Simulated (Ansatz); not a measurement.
# Pt: a tetragonal deformation path

The task here is to estimate one member of a computed series from the others.

The COD entry's cell or inner coordinates are ideal or old and differ from later refinements, so a difference from it is no clean test against experiment.

Computed with Ansatz 0.2.0 (DFT PBE, scalar-relativistic, plane waves, PAW, unless a step's input says otherwise).

**The starting structure**

Symmetry: Fm-3m, No. 225, cubic system. Conventional cell: a = 3.916 Å, b = 3.916 Å, c = 3.916 Å, α = 90.00°, β = 90.00°, γ = 90.00°. Pt (site symmetry m-3m) is surrounded by 12 Pt at 2.77 Å.

Coordinates:

```cif
data_structure
_symmetry_space_group_name_H-M 'P 1'
_symmetry_Int_Tables_number 1
_cell_length_a 2.7689
_cell_length_b 2.7689
_cell_length_c 2.7689
_cell_angle_alpha 60.000
_cell_angle_beta 60.000
_cell_angle_gamma 60.000
_cell_volume 15.01
loop_
_atom_site_label
_atom_site_type_symbol
_atom_site_fract_x
_atom_site_fract_y
_atom_site_fract_z
_atom_site_occupancy
Pt1 Pt 0.00000 0.00000 0.00000 1
```

The cell is taken as given, not relaxed at this level.

Set-up of the first run:

File input.yaml:

```yaml
crystal:
  lattice:
    - [0.0, 1.9579, 1.9579]
    - [1.9579, 0.0, 1.9579]
    - [1.9579, 1.9579, 0.0]
  atoms:
    - { symbol: Pt, position: [0.0, 0.0, 0.0] }
basis:
  ecutwfc: 420
kpoints:
  mp_grid: { grid: [24, 24, 24] }
hamiltonian:
  xc: pbe
scf:
  occupations: { method: fermi_dirac, width: 0.02 }
output:
  forces: true
  stress: true
  eigenvalues: true
```

Launch:

```
> ansatz run input.yaml --threads 1 --pin off --max-ram 2560MiB --backend cpu --events-out ev --progress --plain --runs-dir out
```

Steps of the session up to this table: Zero of the scan; At ρ = 0.707; Point ρ = 1.414; Point ρ = 0.850; At ρ = 1.200; Point ρ = 0.780; ρ = 1.300; Point ρ = 0.920; At ρ = 1.100; At ρ = 0.650; ρ = 1.500; Point ρ = 0.960; Point ρ = 1.050.

One table of the session follows, with a row left open; its other results are not shown here.

The scan, with free energies counted from the undisturbed cell:

```
    ρ  ΔE (meV/atom)  pressure (GPa)
0.650           89.2            14.3
0.707          111.8            14.6
0.780           86.8            14.1
0.850           49.0            13.1
0.920           17.1            12.0
0.960              ?               ?
1.000            0.0            11.4
1.050            8.3            11.7
1.100           36.3            12.7
1.200          149.2            16.8
1.300          343.2            23.9
1.414          648.5            35.5
1.500          938.7            46.7
```

Q: Estimate the row for ρ = 0.960 from the others.

Worked estimate for «ΔE (meV/atom)». A straight line through the neighbours (0.920, 17.1) and (1.000, 0.0) gives 17.1 + (0.0 − 17.1) × (0.960 − 0.920) / (1.000 − 0.920) = 8.6; a parabola fitted to 4 rows on both sides gives 5.3.

As computed: ΔE (meV/atom): 4.3; pressure (GPa): 11.5. In «ΔE (meV/atom)» the line misses by +4.3 and the parabola by +1.0.

Limits of these values: The settings of these runs were drawn from a wide range and may not be converged.
